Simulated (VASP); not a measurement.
# Settings for Mg: density of states

Mg, P6_3/mmc (no. 194), 2 atoms in the cell. PBE; PAW potentials Mg (PBE set). VASP 6.6.1.

Wanted: density of states by 0.5 eV bins within 8 %; centre of the states within 12 eV below the valence top within 0.03 eV; states at the Fermi level within 8 %.

What the run is for: density of states; Accuracy asked: standard; k mesh of the density: 11 × 11 × 6.

POSCAR:
```
Mg
1.0
    3.2093000000      0.0000000000      0.0000000000
   -1.6046500000      2.7793353284      0.0000000000
    0.0000000000      0.0000000000      5.2103000000
Mg
2
Direct
    0.6666666667      0.3333333333      0.7500000000
    0.3333333333      0.6666666667      0.2500000000
```

The series start from Plane-wave cutoff (eV): 230; k-point mesh: 13 × 13 × 7; Energy points (NEDOS): 2001; Occupations for the DOS: ISMEAR=-5; Electronic threshold (eV): 1e-6; Precision mode (PREC): Accurate. Each series keeps the choices made before it, and each single choice may use up half of a tolerance. Times cover all steps of a run.

## Plane-wave cutoff (eV)

| Plane-wave cutoff (eV) | Density of states by 0.5 eV bins, largest deviation against the largest value | Centre of the states within 12 eV below the valence top (eV) | States at the Fermi level (states/eV/atom) | Time (s) |
|---|---|---|---|---|
| 160 | 0.43 % | -2.754 | 0.4301 | 7.6 |
| 200 | 0.14 % | -2.752 | 0.4312 | 8.1 |
| 230 | 0.1 % | -2.751 | 0.4319 | 9.5 |
| 260 | 0.035 % | -2.751 | 0.4321 | 14 |
| 320 | 0.017 % | -2.751 | 0.4321 | 17 |
| 400 | 0.017 % | -2.751 | 0.4321 | 19 |
| 450 (reference) | 0 % | -2.751 | 0.4321 | 20 |

Chosen: 160, the loosest value from which every tighter one stays within half of the tolerance.

## k-point mesh

| k-point mesh | Density of states by 0.5 eV bins, largest deviation against the largest value | Centre of the states within 12 eV below the valence top (eV) | States at the Fermi level (states/eV/atom) | Time (s) |
|---|---|---|---|---|
| 6 × 6 × 3 | 40 % | -2.524 | 0.3182 | 5.7 |
| 7 × 7 × 4 | 24 % | -2.847 | 0.267 | 5.8 |
| 9 × 9 × 5 | 22 % | -2.682 | 0.2863 | 6.2 |
| 11 × 11 × 6 | 16 % | -2.748 | 0.2599 | 7.0 |
| 13 × 13 × 7 | 7.6 % | -2.754 | 0.4301 | 7.6 |
| 16 × 16 × 9 | 4 % | -2.740 | 0.4043 | 9.9 |
| 19 × 19 × 11 | 2.7 % | -2.740 | 0.4057 | 13 |
| 23 × 23 × 13 (reference) | 0 % | -2.740 | 0.4244 | 18 |

Chosen: 23 × 23 × 13; the next looser run is off by more than half of the tolerance, so convergence isn't shown beyond this value.

## Energy points (NEDOS)

| Energy points (NEDOS) | Density of states by 0.5 eV bins, largest deviation against the largest value | Centre of the states within 12 eV below the valence top (eV) | States at the Fermi level (states/eV/atom) | Time (s) |
|---|---|---|---|---|
| 301 | 0.54 % | -2.755 | 0.4221 | 18 |
| 501 | 0.47 % | -2.739 | 0.427 | 18 |
| 1001 | 0.12 % | -2.740 | 0.424 | 18 |
| 2001 | 0.1 % | -2.740 | 0.4244 | 18 |
| 4001 (reference) | 0 % | -2.741 | 0.4237 | 17 |

Chosen: 301.

## Occupations for the DOS

| Occupations for the DOS | Density of states by 0.5 eV bins, largest deviation against the largest value | Centre of the states within 12 eV below the valence top (eV) | States at the Fermi level (states/eV/atom) | Time (s) |
|---|---|---|---|---|
| ISMEAR=-5 | 0 % | -2.755 | 0.4221 | 18 |
| ISMEAR=-4 | 0 % | -2.755 | 0.4221 | 16 |
| ISMEAR=0 SIGMA=0.05 | 5.8 % | -2.753 | 0.4455 | 14 |
| ISMEAR=0 SIGMA=0.1 | 5 % | -2.745 | 0.4331 | 14 |
| ISMEAR=-15 SIGMA=0.025 | 0.017 % | -2.755 | 0.422 | 18 |
| ISMEAR=1 SIGMA=0.1 | 5.8 % | -2.754 | 0.4444 | 14 |

Chosen: ISMEAR=-5; no other choice that stays within half of the tolerance saves 30 % of the time.

## Electronic threshold (eV)

| Electronic threshold (eV) | Density of states by 0.5 eV bins, largest deviation against the largest value | Centre of the states within 12 eV below the valence top (eV) | States at the Fermi level (states/eV/atom) | Time (s) |
|---|---|---|---|---|
| 0.001 | 0 % | -2.755 | 0.4221 | 16 |
| 0.0001 | 0 % | -2.755 | 0.4221 | 16 |
| 1e-5 | 0.017 % | -2.755 | 0.422 | 16 |
| 1e-6 (reference) | 0 % | -2.755 | 0.4221 | 18 |

Chosen: 0.001.

## Precision mode (PREC)

| Precision mode (PREC) | Density of states by 0.5 eV bins, largest deviation against the largest value | Centre of the states within 12 eV below the valence top (eV) | States at the Fermi level (states/eV/atom) | Time (s) |
|---|---|---|---|---|
| Normal | 0.017 % | -2.755 | 0.4221 | 12 |
| Accurate (reference) | 0 % | -2.755 | 0.4221 | 16 |

Chosen: Normal.

## All choices together

| Input | Density of states by 0.5 eV bins, largest deviation against the largest value | Centre of the states within 12 eV below the valence top (eV) | States at the Fermi level (states/eV/atom) | Time (s) |
|---|---|---|---|---|
| defaults for smearing, thresholds and mesh (naive) | 118 % | -2.682 | 0.2834 | 5.9 |
| chosen settings | 0.59 % | -2.755 | 0.4221 | 12 |
| reference settings throughout | 0 % | -2.738 | 0.4249 | 43 |

The chosen settings stay within the tolerance of the reference run, but the reference itself isn't shown to be converged in: k-point mesh.

## The input

INCAR.step1:
```
SYSTEM = Mg
GGA = PE ; ISMEAR = 1
SIGMA = 0.1 ; LWAVE = .FALSE.
LCHARG = .TRUE. ; NBANDS = 18
PREC = Normal ; LASPH = .TRUE.
LREAL = .FALSE. ; ALGO = Normal
EDIFF = 0.001 ; NELM = 120
GGA_COMPAT = .FALSE. ; ENCUT = 160
```

INCAR.step2, as INCAR.step1 but for:
```
- ISMEAR = 1
- SIGMA = 0.1
- LCHARG = .TRUE.
+ ISMEAR = -5
+ LCHARG = .FALSE.
+ NEDOS = 301
+ LORBIT = 11
+ EMIN = -14.506
+ EMAX = 10.494
+ ICHARG = 11
```

KPOINTS.step1:
```
k-points
0
Gamma
  11 11 6
```

KPOINTS.step2:
```
Automatic mesh
0
Gamma
  23 23 13
  0 0 0
```

Commands (each step's output is kept before the next begins):
```
cat potpaw_PBE.64/Mg/POTCAR > POTCAR
cp INCAR.step1 INCAR
cp KPOINTS.step1 KPOINTS
mpirun -np 1 vasp_std > vasp.out
cp INCAR.step2 INCAR
cp KPOINTS.step2 KPOINTS
mpirun -np 1 vasp_std > vasp.out
```

The chosen input took VASP 6.6.1 12 s on 1 core (Intel Xeon 6975P-C (Granite Rapids)), a shared host.

## An input that fails: tetrahedra on too few k points

VASP's message: IBZKPT: tetrahedron method fails for NKPT<4. NKPT = 1.

k mesh: 13 × 13 × 7 becomes 1 × 1 × 1.

Changes against the starting input:
```
(step 2)
- NELM = 120
+ NELM = 53
```
